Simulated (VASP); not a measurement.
# Al2Au (Fm-3m) in VASP: further runs

One crystal, Al2Au, is run at these levels: PBEsol; tasks: relaxation of cell and atoms.

Everything below comes from runs of VASP 6.6.1. Logs are shortened: lines on timing, memory, paths and dates and some standing lists are left out, and cuts for length are marked.

## Step 1: The crystal as given

Symmetry: Fm-3m, No. 225, cubic system. The conventional cell has a = 6.000 Å, b = 6.000 Å, c = 6.000 Å, α = 90.00°, β = 90.00°, γ = 90.00°. Al (site symmetry -43m) has 4 Au at 2.60 Å as nearest neighbours. Around Au (site symmetry m-3m) lie 8 Al at 2.60 Å.

## Step 2: Relaxation of cell and atoms, PBEsol

INCAR reads:

```
ALGO = Normal ; EDIFF = 1E-6
EDIFFG = -0.01 ; ENCUT = 600
GGA = PS ; IBRION = 2
ISIF = 3 ; ISMEAR = 1
KPAR = 4 ; LASPH = True
LCHARG = False ; LREAL = False
LWAVE = False ; NELM = 80
NSW = 90 ; PREC = Accurate
SIGMA = 0.1
```

KPOINTS reads:

```
k-points
0
Gamma
  12 12 12
```

POSCAR reads:

```
Al2Au
1.0
    0.0000000000      3.0000000000      3.0000000000
    3.0000000000      0.0000000000      3.0000000000
    3.0000000000      3.0000000000      0.0000000000
Al Au
2 1
Direct
    0.2500000000      0.2500000000      0.2500000000
    0.7500000000      0.7500000000      0.7500000000
    0.0000000000      0.0000000000      0.0000000000
```

Potentials or basis: VASP PAW PBE potentials, release 64 (Al, Au).

Command:

```
$ cat potpaw_PBE.64/Al/POTCAR potpaw_PBE.64/Au/POTCAR > POTCAR
$ mpirun -np 4 vasp_std > vasp.out
```

OUTCAR:

```text
EDIFF = 1E-6
   EDIFFG = -0.01
   ENCUT = 600
   GGA = PS
   IBRION = 2
   ISIF = 3
   ISMEAR = 1
   LASPH = True
   LREAL = False
   NELM = 80
   NSW = 90
   PREC = Accurate

 ion  position               nearest neighbor table
   1  0.250  0.250  0.250-   3 2.60   3 2.60   3 2.60   3 2.60   2 3.00   2 3.00   2 3.00   2 3.00
                             2 3.00   2 3.00
   2  0.750  0.750  0.750-   3 2.60   3 2.60   3 2.60   3 2.60   1 3.00   1 3.00   1 3.00   1 3.00
                             1 3.00   1 3.00
   3  0.000  0.000  0.000-   2 2.60   2 2.60   2 2.60   1 2.60   2 2.60   1 2.60   1 2.60   1 2.60

  LATTYP: Found a face centered cubic cell.
 ALAT       =     6.0000000000

  Lattice vectors:

 A1 = (   0.0000000000,   3.0000000000,   3.0000000000)
 A2 = (   3.0000000000,   0.0000000000,   3.0000000000)
 A3 = (   3.0000000000,   3.0000000000,   0.0000000000)

Analysis of symmetry for initial positions (statically):
=====================================================================
 Subroutine PRICEL returns:
 Original cell was already a primitive cell.

 Routine SETGRP: Setting up the symmetry group for a
 face centered cubic supercell.

 Subroutine GETGRP returns: Found 48 space group operations
 (whereof 48 operations were pure point group operations)
 out of a pool of 48 trial point group operations.

The static configuration has the point symmetry O_h .

Analysis of symmetry for dynamics (positions and initial velocities):
=====================================================================
 Subroutine PRICEL returns:
 Original cell was already a primitive cell.

 Routine SETGRP: Setting up the symmetry group for a
 face centered cubic supercell.

 Subroutine GETGRP returns: Found 48 space group operations
 (whereof 48 operations were pure point group operations)
 out of a pool of 48 trial point group operations.

The dynamic configuration has the point symmetry O_h .

 Subroutine INISYM returns: Found 48 space group operations
 (whereof 48 operations are pure point group operations),
 and found     1 'primitive' translations

----------------------------------------------------------------------------------------

                                     Primitive cell

  volume of cell :      54.0000

  direct lattice vectors                    reciprocal lattice vectors
     0.000000000  3.000000000  3.000000000    -0.166666667  0.166666667  0.166666667
     3.000000000  0.000000000  3.000000000     0.166666667 -0.166666667  0.166666667
     3.000000000  3.000000000  0.000000000     0.166666667  0.166666667 -0.166666667

  length of vectors
     4.242640687  4.242640687  4.242640687     0.288675135  0.288675135  0.288675135

  position of ions in fractional coordinates (direct lattice)
     0.250000000  0.250000000  0.250000000
     0.750000000  0.750000000  0.750000000
     0.000000000  0.000000000  0.000000000

  ion indices of the primitive-cell ions
   primitive index   ion index
                 1           1
                 2           2
                 3           3

----------------------------------------------------------------------------------------

 KPOINTS: k-points

Automatic generation of k-mesh.
 Grid dimensions read from file:
 generate k-points for:   12   12   12

 Generating k-lattice:

  Cartesian coordinates                     Fractional coordinates (reciprocal lattice)
    -0.013888889  0.013888889  0.013888889     0.083333333  0.000000000  0.000000000
     0.013888889 -0.013888889  0.013888889     0.000000000  0.083333333  0.000000000
     0.013888889  0.013888889 -0.013888889     0.000000000  0.000000000  0.083333333

  Length of vectors
     0.024056261  0.024056261  0.024056261

  Shift w.r.t. Gamma in fractional coordinates (k-lattice)
     0.000000000  0.000000000  0.000000000

 Subroutine IBZKPT returns following result:
 ===========================================

 Found     72 irreducible k-points:

 Following reciprocal coordinates:
            Coordinates               Weight
  0.000000  0.000000  0.000000      1.000000
  0.083333  0.000000  0.000000      8.000000
  0.166667  0.000000  0.000000      8.000000
  0.250000  0.000000  0.000000      8.000000
  0.333333  0.000000  0.000000      8.000000
  0.416667  0.000000  0.000000      8.000000
[... 16 lines left out ...]
  0.500000  0.166667  0.000000     24.000000
 -0.416667  0.166667  0.000000     24.000000
 [... further k-points ...]
   k-points           NKPTS =     72   k-points in BZ     NKDIM =     72   number of bands    NBANDS=     12
   number of dos      NEDOS =    301   number of ions     NIONS =      3
   total plane-waves  NPLWV =  46656
   dimension x,y,z NGX =    36 NGY =   36 NGZ =   36
   dimension x,y,z NGXF=    72 NGYF=   72 NGZF=   72
   ions per type =               2   1
   NGX,Y,Z   is equivalent  to a cutoff of  14.11, 14.11, 14.11 a.u.
   NGXF,Y,Z  is equivalent  to a cutoff of  28.21, 28.21, 28.21 a.u.
 SYSTEM =  unknown system
   PREC   = accura    normal or accurate (medium, high low for compatibility)
   ISTART =      0    job   : 0-new  1-cont  2-samecut
   ICHARG =      2    charge: 1-file 2-atom 10-const
   ISPIN  =      1    spin polarized calculation?
   LNONCOLLINEAR =      F non collinear calculations
   LSORBIT =      F    spin-orbit coupling
   LASPH  =      T    aspherical Exc in radial PAW
   ENCUT  =  600.0 eV  44.10 Ry    6.64 a.u.   8.47  8.47  8.47*2*pi/ulx,y,z
   NELM   =     80;   NELMIN=  2; NELMDL= -5     # of ELM steps
   EDIFF  = 0.1E-05   stopping-criterion for ELM
   LREAL  =      F    real-space projection
   EDIFFG = -.1E-01   stopping-criterion for IOM
   NSW    =     90    number of steps for IOM
   IBRION =      2    ionic relax: 0-MD 1-quasi-New 2-CG
   NFREE  =      1    steps in history (QN), initial steepest desc. (CG)
   ISIF   =      3    stress and relaxation
   ISYM   =      2    0-nonsym 1-usesym 2-fastsym
   POTIM  = 0.5000    time-step for ionic-motion
   TEBEG  =    0.0;   TEEND  =   0.0 temperature during run
   PSTRESS=    0.0 pullay stress
   NELECT =      17.0000    total number of electrons
   NUPDOWN=      -1.0000    fix difference up-down
   EMIN   =  10.00;   EMAX   =-10.00  energy-range for DOS
   EFERMI =   0.00;   METHOD = LEGACY
   ISMEAR =     1;   SIGMA  =   0.10  broadening in eV -4-tet -1-fermi 0-gaus
   EFERMI_NEDOS =   21; number of points for ismear=-14 and -15
   IALGO  =     38    algorithm
   IMIX   =      4    mixing-type and parameters
     AMIX     =   0.40;   BMIX     =  1.00
     AMIX_MAG =   1.60;   BMIX_MAG =  1.00
  volume/ion in A,a.u.               =      18.00       121.47
  Fermi-wavevector in a.u.,A,eV,Ry     =   1.113679  2.104547 16.875035  1.240280
  Thomas-Fermi vector in A             =   2.250266
   LORBIT       =      0    0 simple, 1 ext, 2 COOP (PROOUT), +10 PAW based schemes
   GGA     = PS    functional components
   LHFCALC =     F    Hartree Fock is set to
   AEXX    =    0.0000 exact exchange contribution
   IVDW    =     0    specifies the selected vdW correction
   LEPSILON=     F    determine dielectric tensor
   LRPA    =     F    only Hartree local field effects (RPA)
 conjugate gradient relaxation of ions
 non-spin polarized calculation
 Methfessel and Paxton  Order N= 1 SIGMA  =   0.10
  energy-cutoff  :      600.00
  volume of cell :       54.00
 maximum number of plane-waves:      1828
 NGX is ok and might be reduce to    36
   NGX = 17   NGY = 17   NGZ = 17

 number of electron      17.0000001 magnetization

 Free energy of the ion-electron system (eV)
  ---------------------------------------------------
  ext. energy  EPLUGINS =         0.00000000
  ---------------------------------------------------
  free energy    TOTEN  =       -13.47541016 eV

  energy without entropy =      -13.47527277  energy(sigma->0) =      -13.47536436

 E-fermi :   7.6891     XC(G=0): -10.6395

 val. band max:        7.6786222987   @ k =   0.2500   0.1667   0.0833
 cond. band min:       7.7184027383   @ k =  -0.2500   0.0833   0.0000
 fundamental gap:      0.0397804395
 Fermi energy:         7.6891275928

 k-point     1 :       0.0000    0.0000    0.0000
  band No.  band energies     occupation
      1      -2.8743      2.00000
      2       1.0840      2.00000
      3       1.0840      2.00000
      4       1.0840      2.00000
      5       2.0454      2.00000
      6       2.0454      2.00000
      7       9.9635      0.00000
      8      10.6141      0.00000
      9      10.6141      0.00000
     10      10.6141      0.00000
     11      11.6184      0.00000
     12      11.6184      0.00000

 k-point     2 :       0.0833    0.0000    0.0000
  band No.  band energies     occupation
      1      -2.7829      2.00000
      2       1.0537      2.00000
      3       1.1073      2.00000
      4       1.1073      2.00000
      5       2.0402      2.00000
      6       2.0402      2.00000
      7       9.1272     -0.00000
      8      10.1358      0.00000
      9      10.2374      0.00000
     10      10.2374      0.00000
     11      12.0307      0.00000
     12      12.0307      0.00000

 k-point     3 :       0.1667    0.0000    0.0000
  band No.  band energies     occupation
      1      -2.5139      2.00000
      2       0.9774      2.00000
      3       1.1679      2.00000
      4       1.1679      2.00000
      5       2.0326      2.00000
      6       2.0326      2.00000
      7       7.3511      2.00002
      8       9.6279     -0.00000
      9       9.6279     -0.00000
     10      10.2846      0.00000
     11      12.3700      0.00000
     12      12.3700      0.00000

 k-point     4 :       0.2500    0.0000    0.0000
  band No.  band energies     occupation
      1      -2.0861      2.00000
      2       0.8946      2.00000
      3       1.2402      2.00000
      4       1.2402      2.00000
      5       2.0426      2.00000
      6       2.0426      2.00000
      7       5.6573      2.00000
      8       9.0308     -0.00000
      9       9.0308     -0.00000
     10      10.4882      0.00000
     11      12.0355      0.00000
     12      12.0355      0.00000

 k-point     5 :       0.3333    0.0000    0.0000
  band No.  band energies     occupation
      1      -1.5503      2.00000
      2       0.8681      2.00000
      3       1.2944      2.00000
      4       1.2944      2.00000
      5       2.0841      2.00000
      6       2.0841      2.00000
      7       4.1389      2.00000
      8       8.5206     -0.00000
      9       8.5206     -0.00000
     10      10.6817      0.00000
     11      11.7388      0.00000
     12      11.7791      0.00000
[... 228 lines left out ...]
      1      -1.5915      2.00000
      2       0.7336      2.00000
      3       1.3678      2.00000
      4       1.3875      2.00000
      5       1.8890      2.00000
      6       2.1832      2.00000
      7       5.1837      2.00000
      8       7.4482      2.00344
      9       7.5571      2.06843
     10       9.9229      0.00000
     11      11.6294      0.00000
     12      13.2758      0.00000

 k-point    22 :       0.4167    0.1667    0.0000
  band No.  band energies     occupation
      1      -1.0404      2.00000
      2       0.7227      2.00000
      3       1.3794      2.00000
      4       1.4371      2.00000
      5       2.0149      2.00000
      6       2.2036      2.00000
      7       3.7865      2.00000
      8       6.9743      2.00000
      9       7.2432      2.00000
     10       9.9385      0.00000
     11      12.6258      0.00000
     12      12.8079      0.00000

 k-point    23 :       0.5000    0.1667    0.0000
  band No.  band energies     occupation
      1      -0.5967      2.00000
      2       0.8379      2.00000
      3       1.3990      2.00000
      4       1.4598      2.00000
      5       2.1828      2.00000
      6       2.1856      2.00000
      7       2.7137      2.00000
      8       6.4883      2.00000
      9       7.2731      2.00000
     10       9.9883      0.00000
     11      12.4510      0.00000
     12      12.7740      0.00000

 k-point    24 :      -0.4167    0.1667    0.0000
  band No.  band energies     occupation
      1      -0.5299      2.00000
      2       0.9023      2.00000
      3       1.4436      2.00000
      4       1.4637      2.00000
      5       2.0910      2.00000
      6       2.1066      2.00000
      7       2.6772      2.00000
      8       6.1746      2.00000
      9       7.5569      2.06835
     10      10.1298      0.00000
     11      12.2087      0.00000
     12      12.4899      0.00000

 [... further k-points ...]
[... 5 lines left out ...]
  --------------------------------------------------------------------------------------
  -------------------------------------------------------------------------------------
  Total        0.0127767      0.0127767      0.0127767      0.0000000     -0.0000000      0.0000000
  in kB        0.3790841      0.3790841      0.3790841      0.0000000     -0.0000000      0.0000000
  external PRESSURE =       0.3790841 kB  Pullay stress =       0.0000000 kB

 VOLUME and BASIS-vectors are now :
 -----------------------------------------------------------------------------
  energy-cutoff  :      600.00
  volume of cell :       54.00
      direct lattice vectors                 reciprocal lattice vectors
     0.000000000  3.000000000  3.000000000    -0.166666667  0.166666667  0.166666667
     3.000000000  0.000000000  3.000000000     0.166666667 -0.166666667  0.166666667
     3.000000000  3.000000000  0.000000000     0.166666667  0.166666667 -0.166666667

 POSITION                                       TOTAL-FORCE (eV/Angst)
 -----------------------------------------------------------------------------------
      1.50000      1.50000      1.50000         0.000000      0.000000      0.000000
      4.50000      4.50000      4.50000        -0.000000     -0.000000     -0.000000
      0.00000      0.00000      0.00000         0.000000      0.000000      0.000000
 -----------------------------------------------------------------------------------
    total drift:                               -0.000000      0.000000      0.000000

  FREE ENERGIE OF THE ION-ELECTRON SYSTEM (eV)
  ---------------------------------------------------
  free  energy   TOTEN  =       -13.4754101583 eV

  energy  without entropy=      -13.4752727708  energy(sigma->0) =      -13.47536436

 reached required accuracy - stopping structural energy minimisation
```

Wall time 22 s (4 MPI ranks of Intel Xeon Platinum 8259CL at 2.50GHz (Skylake/Cascade Lake), shared host); peak memory 0.24 GiB.

Results:

| Property | Result |
| --- | --- |
| Free energy | -13.4754 eV |
| Pressure after relaxing | 0.0 GPa |
| Band gap on the k mesh | none (metal or under the smearing width) |

Final structure:
```
Al Au
1.0
     0.00000    3.00000    3.00000
     3.00000    0.00000    3.00000
     3.00000    3.00000    0.00000
Al Au
2 1
Direct
  0.25000 0.25000 0.25000
  0.75000 0.75000 0.75000
  0.00000 0.00000 0.00000
```

Caveat: the relaxation stopped at its first step, so nothing moved; the PAW data sets were made with another functional, which shifts forces and pressure a little. Spin-orbit coupling is left out, which matters for the levels of Au.

## Step 3: Relaxation of cell and atoms, PBEsol

Changes to INCAR since step 2:

```diff
@@ -1,3 +1,3 @@
-ALGO = Normal ; EDIFF = 1E-6
-EDIFFG = -0.01 ; ENCUT = 600
+ALGO = Normal ; EDIFF = 1E-7
+EDIFFG = -0.005 ; ENCUT = 600
 GGA = PS ; IBRION = 2
```

KPOINTS is that of step 2.

POSCAR reads:

```
Al2Au                                   
1.0
    0.0000000000      3.0000000000      3.0000000000
    3.0000000000      0.0000000000      3.0000000000
    3.0000000000      3.0000000000      0.0000000000
  Al              Au            
     2     1
Direct
     0.2500000000000000    0.2500000000000000    0.2500000000000000
     0.7500000000000000    0.7500000000000000    0.7500000000000000
     0.0000000000000000    0.0000000000000000    0.0000000000000000
```

Potentials or basis: VASP PAW PBE potentials, release 64 (Al, Au).

Command:

```
$ cat potpaw_PBE.64/Al/POTCAR potpaw_PBE.64/Au/POTCAR > POTCAR
$ mpirun -np 4 vasp_std > vasp.out
```

Wall time 32 s (4 MPI ranks of Intel Xeon Platinum 8259CL at 2.50GHz (Skylake/Cascade Lake), shared host); peak memory 0.24 GiB.

It converged, with:

```yaml
Free_energy: -13.4754 eV
Pressure_after_relaxing: 0.0 GPa
Band_gap_on_the_k_mesh: none (metal or under the smearing width)
```

Final structure:
```
Al Au
1.0
     0.00000    3.00000    3.00000
     3.00000    0.00000    3.00000
     3.00000    3.00000    0.00000
Al Au
2 1
Cartesian
  1.5000 1.5000 1.5000
  4.5000 4.5000 4.5000
  0.0000 0.0000 0.0000
```

Levels at points of the mesh, in eV from the Fermi level:
```
           k point  band 5  band 6  band 7  band 8  band 9  band 10  band 11  band 12
(0.00, 0.00, 0.00)   -5.64   -5.64    2.27    2.92    2.92     2.92     3.93     3.93
(0.50, 0.00, 0.00)   -5.52   -5.52   -5.47    0.36    0.36     3.25     3.60     3.82
(0.50, 0.50, 0.00)   -5.80   -5.34   -5.04   -2.12   -2.12     1.29     2.03     7.66
```

Caveat: the relaxation stopped at its first step, so nothing moved; the PAW data sets were made with another functional, which shifts forces and pressure a little.
